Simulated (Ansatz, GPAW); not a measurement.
# Geometry or basis: what sets the conductance of a Ru chain with one N atom in line

How well does a Ru chain with one N atom in line conduct once its atoms have relaxed, and how much do cheaper levels lose?

Calculated with GPAW 26.7.0 and Ansatz 0.2.0; Ansatz plane waves; relaxation of the junction with the lead ends held; PAW set soft_1, in the first sound run; inputs show where later runs differ.

This is a report of a sequence of runs, with most program output left out.

### 1. The structure

The cell holds 17 atoms: 16 Ru and 1 N. Cell: a = 9.000 Å, b = 9.000 Å, c = 37.169 Å, α = 90.0°, β = 90.0°, γ = 90.0°. Regions: left lead, 8 atoms (8 Ru); channel, 1 atom (1 N); right lead, 8 atoms (8 Ru). Vacuum lies along a and b. The structure is stacked along c, and the current runs across the ab planes.

### 2. Relaxing the atoms

Transmission follows bond lengths closely, so the atoms between the held lead ends are relaxed first, from a slightly shaken start that lets symmetry break.

File input.yaml:

```yaml
crystal:
  lattice:
    - [9.0, 0.0, 0.0]
    - [0.0, 9.0, 0.0]
    - [0.0, 0.0, 37.1688]
  atoms:
    - { symbol: Ru, position: [0.5, 0.5, 0.030267321] }
    - { symbol: Ru, position: [0.5, 0.5, 0.0908019629] }
    - { symbol: Ru, position: [0.5, 0.5, 0.1513366049] }
    - { symbol: Ru, position: [0.5, 0.5, 0.2118712469] }
    - { symbol: Ru, position: [0.5, 0.5, 0.2724058888] }
    - { symbol: Ru, position: [0.5, 0.5, 0.3329405308] }
    - { symbol: Ru, position: [0.5036708748, 0.5011281043, 0.3930393463] }
    - { symbol: Ru, position: [0.4957991938, 0.4936845958, 0.4540248582] }
    - { symbol: "N", position: [0.4972981097, 0.4970928135, 0.4998208421] }
    - { symbol: Ru, position: [0.4998271799, 0.4924107239, 0.5467368976] }
    - { symbol: Ru, position: [0.493243848, 0.506198747, 0.6070014917] }
    - { symbol: Ru, position: [0.5, 0.5, 0.6670594692] }
    - { symbol: Ru, position: [0.5, 0.5, 0.7275941112] }
    - { symbol: Ru, position: [0.5, 0.5, 0.7881287531] }
    - { symbol: Ru, position: [0.5, 0.5, 0.8486633951] }
    - { symbol: Ru, position: [0.5, 0.5, 0.9091980371] }
    - { symbol: Ru, position: [0.5, 0.5, 0.969732679] }
kpoints:
  mp_grid: { grid: [1, 1, 2] }
hamiltonian:
  xc: pbe
  pseudopotentials: { kind: paw, azcp: { folder: soft_1 } }
scf:
  occupations: { method: fermi_dirac, width: 0.1 }
relax:
  f_tol: 0.03
  max_steps: 80
  constraints: [{ sites: [0, 1, 2, 3, 4, 5, 11, 12, 13, 14, 15, 16] }]
```

On the command line:

```bash
ansatz run input.yaml --threads 4 --pin off --max-ram 8192MiB --backend cpu --events-out ev --progress --plain --runs-dir out
```

The job ended after 93 s (4 threads of Intel Xeon Platinum 8375C at 2.90GHz (Ice Lake), shared host; peak memory 4.3 GiB).

This run has no spin polarisation although its electron count is odd.

The steps of the relaxation:

| step | energy less that of the first step (eV) | largest force component (eV/Å) |
| --- | --- | --- |
| 1 | 0.0000 | 2.9798 |
| 2 | -0.1834 | 1.5827 |
| 3 | -0.4580 | 0.7110 |
| 4 | -0.6026 | 0.7729 |
| 5 | -0.7139 | 0.5924 |
| 6 | -0.7597 | 0.0407 |
| 7 | -0.7597 | 0.0410 |
| 8 | -0.7608 | 0.0328 |
| 9 | -0.7611 | 0.0230 |

The atoms that moved most (Å):

| atom | dx | dy | dz | length |
| --- | --- | --- | --- | --- |
| Ru7 | 0.398 | -0.171 | 0.037 | 0.435 |
| Ru11 | -0.373 | 0.116 | -0.037 | 0.392 |
| Ru8 | -0.323 | 0.200 | -0.085 | 0.389 |
| Ru10 | 0.361 | -0.063 | 0.058 | 0.371 |
| N9 | 0.023 | 0.029 | 0.007 | 0.037 |

This step gave:

```
free energy         : -94378.9780 eV
smearing term TS    : 1.709 eV
symmetry operations : 1
```

The relaxation lowered the energy of the cell by 0.761 eV.

### 3. Plane waves, PBE

A plane-wave run comes first: its basis does not favour the atoms, so it serves as the reference for the orbital bases.

This step: Ansatz plane waves; Landauer transmission by layers, zero bias; PAW set soft_1 (Ansatz 0.2.0).

File input.yaml:

```yaml
crystal:
  lattice:
    - [9.0, 0.0, 0.0]
    - [0.0, 9.0, 0.0]
    - [0.0, 0.0, 37.1688]
  atoms:
    - { symbol: Ru, position: [0.5, 0.5, 0.030267321] }
    - { symbol: Ru, position: [0.5, 0.5, 0.0908019629] }
    - { symbol: Ru, position: [0.5, 0.5, 0.1513366049] }
    - { symbol: Ru, position: [0.5, 0.5, 0.2118712469] }
    - { symbol: Ru, position: [0.5, 0.5, 0.2724058888] }
    - { symbol: Ru, position: [0.5, 0.5, 0.3329405308] }
    - { symbol: Ru, position: [0.5479275638, 0.4820957853, 0.3940329234] }
    - { symbol: Ru, position: [0.4599464742, 0.515898489, 0.4517472454] }
    - { symbol: "N", position: [0.4998095566, 0.5002727448, 0.5000188064] }
    - { symbol: Ru, position: [0.5399009311, 0.4854503336, 0.548288873] }
    - { symbol: Ru, position: [0.451848797, 0.519088402, 0.6060078434] }
    - { symbol: Ru, position: [0.5, 0.5, 0.6670594692] }
    - { symbol: Ru, position: [0.5, 0.5, 0.7275941112] }
    - { symbol: Ru, position: [0.5, 0.5, 0.7881287531] }
    - { symbol: Ru, position: [0.5, 0.5, 0.8486633951] }
    - { symbol: Ru, position: [0.5, 0.5, 0.9091980371] }
    - { symbol: Ru, position: [0.5, 0.5, 0.969732679] }
kpoints:
  mp_grid: { grid: [1, 1, 2] }
hamiltonian:
  xc: pbe
  pseudopotentials: { kind: paw, azcp: { folder: soft_1 } }
scf:
  occupations: { method: fermi_dirac, width: 0.1 }
output:
  transmission:
    leads: [[0, 1]]
    e_range: [-2, 2]
    de: 0.025
    kmesh: [1, 1]
    reduced_basis: true
  write_potential: true
  write_density: true
  volumetric_format: npy
```

Elapsed: 1.9 min, on 4 threads; peak memory 4.5 GiB; 5.1 min of CPU time.

Numbers from this step:

| Item | Value |
| --- | --- |
| free energy | -94378.9784 eV |
| lead level | 0 eV from the Fermi level |
| transmission at the Fermi level (one spin) | 2.594 |
| open channels of the lead at the Fermi level (one spin) | 6 |
| step of the potential along the lead | 0.7 meV |
| offset of the lead | 0 Å |
| filling of the lead less its bulk value, in size | 15.1 meV |
| conductance | 2.590 G₀ |

One spin. The transmission, zone mean by energy, zero at the Fermi level:

energy (eV), transmission, zone mean and a bar from the least value:
```
   -2.000       2.30 ###############
   -1.900       2.34 ################
   -1.800       2.37 #################
   -1.700       2.38 #################
   -1.675       2.38 #################
   -1.600       2.37 #################
   -1.500       2.36 #################
   -1.400       2.34 ################
   -1.300       2.27 ##############
   -1.200       2.38 #################
   -1.100       2.49 ####################
   -1.000       2.61 ########################
   -0.900       2.71 ###########################
   -0.800       2.75 ############################
   -0.700       2.69 ##########################
   -0.600       2.56 ######################
   -0.500       2.46 ###################
   -0.400       2.43 ###################
   -0.300       2.47 ####################
   -0.200       2.51 #####################
   -0.100       2.55 ######################
    0.000       2.59 #######################
    0.100       2.61 ########################
    0.200       2.45 ###################
    0.275       2.83 ##############################
    0.300       2.82 ##############################
    0.400       2.63 ########################
    0.500       2.46 ###################
    0.600       2.32 ################
    0.700       2.21 ############
    0.800       2.12 ##########
    0.900       2.05 ########
    1.000       1.98 ######
    1.100       1.92 ####
    1.200       1.87 ###
    1.300       1.85 ##
    1.400       1.86 ##
    1.500       1.90 ####
    1.600       1.95 #####
    1.700       1.95 #####
    1.800       1.93 ####
    1.900       1.90 ###
    2.000       1.78
```

One spin. Table of open channels, zone mean by energy, zero at the Fermi level:

| energy (eV) | open channels, zone mean |
| --- | --- |
| -2.000 | 3 |
| -1.800 | 3 |
| -1.600 | 3 |
| -1.400 | 3 |
| -1.200 | 5 |
| -1.000 | 6 |
| -0.800 | 6 |
| -0.600 | 6 |
| -0.400 | 6 |
| -0.200 | 6 |
| 0.000 | 6 |
| 0.200 | 6 |
| 0.400 | 4 |
| 0.600 | 4 |
| 0.800 | 4 |
| 1.000 | 4 |
| 1.200 | 4 |
| 1.400 | 4 |
| 1.600 | 4 |
| 1.800 | 3 |
| 2.000 | 3 |

Crystal 0, spin -, k parallel (0, 0); distinct values, listed up to 1.5 1/Å. The Im kz of the slowest decaying states by energy, zero at the Fermi level:

| energy (eV) | decay 1 (Å⁻¹) | decay 2 (Å⁻¹) | decay 3 (Å⁻¹) | decay 4 (Å⁻¹) |
| --- | --- | --- | --- | --- |
| -2.000 | 0.501 | 0.609 | 0.610 | 1.26 |
| -1.800 | 0.436 | 0.519 | 0.520 | 1.24 |
| -1.600 | 0.360 | 0.403 | 0.404 | 1.22 |
| -1.400 | 0.224 | 0.226 | 0.263 | 1.20 |
| -1.200 | 0.0954 | 1.18 | 1.18 | 1.25 |
| -1.000 | 1.15 | 1.15 | 1.22 | 1.33 |
| -0.800 | 1.13 | 1.13 | 1.20 | 1.31 |
| -0.600 | 1.11 | 1.11 | 1.18 | 1.29 |
| -0.400 | 1.08 | 1.08 | 1.16 | 1.27 |
| -0.200 | 1.06 | 1.06 | 1.13 | 1.25 |
| 0.000 | 1.03 | 1.03 | 1.11 | 1.23 |
| 0.200 | 1.01 | 1.01 | 1.09 | 1.20 |
| 0.400 | 0.280 | 0.280 | 0.983 | 0.983 |
| 0.600 | 0.393 | 0.393 | 0.956 | 0.956 |
| 0.800 | 0.473 | 0.473 | 0.929 | 0.929 |
| 1.000 | 0.535 | 0.535 | 0.902 | 0.902 |
| 1.200 | 0.586 | 0.586 | 0.874 | 0.874 |
| 1.400 | 0.629 | 0.629 | 0.845 | 0.845 |
| 1.600 | 0.667 | 0.815 | 0.815 | 0.898 |
| 1.800 | 0.0942 | 0.700 | 0.700 | 0.785 |
| 2.000 | 0.185 | 0.729 | 0.729 | 0.755 |

Crystal 0, spin -, k parallel (0, 0). The Re kz of states that move upwards by energy, zero at the Fermi level:

| energy (eV) | channel 1 (Å⁻¹) | channel 2 (Å⁻¹) | channel 3 (Å⁻¹) | channel 4 (Å⁻¹) | channel 5 (Å⁻¹) | channel 6 (Å⁻¹) |
| --- | --- | --- | --- | --- | --- | --- |
| -2.000 | -0.759 | -0.758 | 0.628 | - | - | - |
| -1.800 | -0.722 | -0.722 | 0.650 | - | - | - |
| -1.600 | -0.687 | -0.686 | 0.672 | - | - | - |
| -1.400 | -0.652 | -0.652 | 0.695 | - | - | - |
| -1.200 | -0.619 | -0.619 | 0.261 | 0.263 | 0.718 | - |
| -1.000 | -0.586 | -0.586 | 0.225 | 0.443 | 0.444 | 0.741 |
| -0.800 | -0.554 | -0.554 | 0.332 | 0.580 | 0.580 | 0.766 |
| -0.600 | -0.522 | -0.522 | 0.411 | 0.700 | 0.701 | 0.791 |
| -0.400 | -0.491 | -0.491 | 0.475 | 0.817 | 0.817 | 0.818 |
| -0.200 | -0.460 | -0.459 | 0.531 | 0.847 | 0.938 | 0.938 |
| 0.000 | -0.428 | -0.428 | 0.579 | 0.877 | 1.08 | 1.08 |
| 0.200 | -0.397 | -0.397 | 0.622 | 0.910 | 1.31 | 1.31 |
| 0.400 | -0.366 | -0.366 | 0.661 | 0.945 | - | - |
| 0.600 | -0.334 | -0.334 | 0.695 | 0.983 | - | - |
| 0.800 | -0.302 | -0.302 | 0.727 | 1.02 | - | - |
| 1.000 | -0.270 | -0.269 | 0.756 | 1.07 | - | - |
| 1.200 | -0.236 | -0.236 | 0.782 | 1.12 | - | - |
| 1.400 | -0.202 | -0.202 | 0.807 | 1.18 | - | - |
| 1.600 | -0.166 | -0.166 | 0.830 | 1.26 | - | - |
| 1.800 | -0.129 | -0.128 | 0.853 | - | - | - |
| 2.000 | -0.0882 | -0.0877 | 0.874 | - | - | - |

The electrostatic potential energy of an electron (with the applied field's), less the Fermi level, planar mean oscillates, so the rows of the table below give means over windows of 2.23 Å about each position, cut where the curve ends. Its first 14 maxima inside the range that stand out by 2 % of the span (Å: eV): 2.2: 4.62, 4.5: 4.61, 6.7: 4.60, 9.1: 4.60, 11.3: 4.58, 13.5: 4.57, 15.8: 4.34, 17.8: 4.57, 19.3: 4.57, 21.4: 4.34, 23.6: 4.57, 25.9: 4.58, 28.1: 4.60, 30.5: 4.60. Its first 14 minima: 1.2: 2.54, 3.4: 2.53, 5.6: 2.52, 7.9: 2.51, 10.1: 2.52, 12.3: 2.48, 14.7: 2.47, 16.8: 2.39, 18.6: 4.09, 20.4: 2.39, 22.4: 2.47, 24.8: 2.48, 27.1: 2.52, 29.3: 2.51.

Electrostatic potential energy of an electron (with the applied field's), less the Fermi level, planar mean against z; means over each step:

| z (Å) | electrostatic potential energy of an electron (with the applied field's), less the Fermi level, planar mean (eV) |
| --- | --- |
| 1.11 | 3.60 |
| 3.34 | 3.60 |
| 5.57 | 3.59 |
| 7.80 | 3.59 |
| 10.03 | 3.59 |
| 12.26 | 3.55 |
| 14.49 | 3.51 |
| 16.72 | 3.44 |
| 18.95 | 4.16 |
| 21.18 | 3.36 |
| 23.41 | 3.57 |
| 25.64 | 3.58 |
| 27.87 | 3.61 |
| 30.10 | 3.60 |
| 32.33 | 3.61 |
| 34.56 | 3.61 |
| 36.79 | 3.25 |

The valence density, planar mean oscillates, so the rows of the table below give means over windows of 2.23 Å about each position, cut where the curve ends. Its first 14 maxima inside the range that stand out by 2 % of the span (Å: e/Å³): 1.2: 0.176, 3.4: 0.178, 5.6: 0.178, 7.9: 0.178, 10.1: 0.179, 12.3: 0.178, 14.7: 0.176, 16.8: 0.180, 18.6: 0.0595, 20.4: 0.180, 22.4: 0.176, 24.8: 0.178, 27.1: 0.179, 29.3: 0.178. Its first 14 minima: 2.2: 0.0257, 4.5: 0.0258, 6.7: 0.0258, 9.1: 0.0261, 11.3: 0.0258, 13.5: 0.0249, 15.8: 0.0277, 17.8: 0.0288, 19.3: 0.0288, 21.4: 0.0277, 23.6: 0.0249, 25.9: 0.0258, 28.1: 0.0261, 30.5: 0.0258.

Table of valence density, planar mean by z; means over each step:

z (Å), valence density, planar mean (e/Å³) and a bar from the least value:
```
     1.11      0.088 ##################
     3.34      0.088 ##################
     5.57      0.088 ##################
     7.80      0.088 ##################
    10.03      0.088 ##################
    12.26      0.088 ##################
    14.49      0.089 ##################
    16.72      0.088 ##################
    18.95      0.051 
    21.18      0.094 #####################
    23.41      0.086 #################
    25.64      0.087 ##################
    27.87      0.087 ##################
    30.10      0.087 ##################
    32.33      0.087 ##################
    34.56      0.087 ##################
    36.79      0.113 ##############################
```

T at the Fermi level is 2.59 of 6 open channels a spin.

[end of part 1 of 2]

[Logs are printed without paths, hosts, clocks, repeated set-up lines and the standing remarks that a program may print on its own settings, such as how far it seeks lower states.]

[Hosts, paths, dates, database ids (printed as entryN), source tags and the programs' standing remarks are cut or masked in the printed files.]
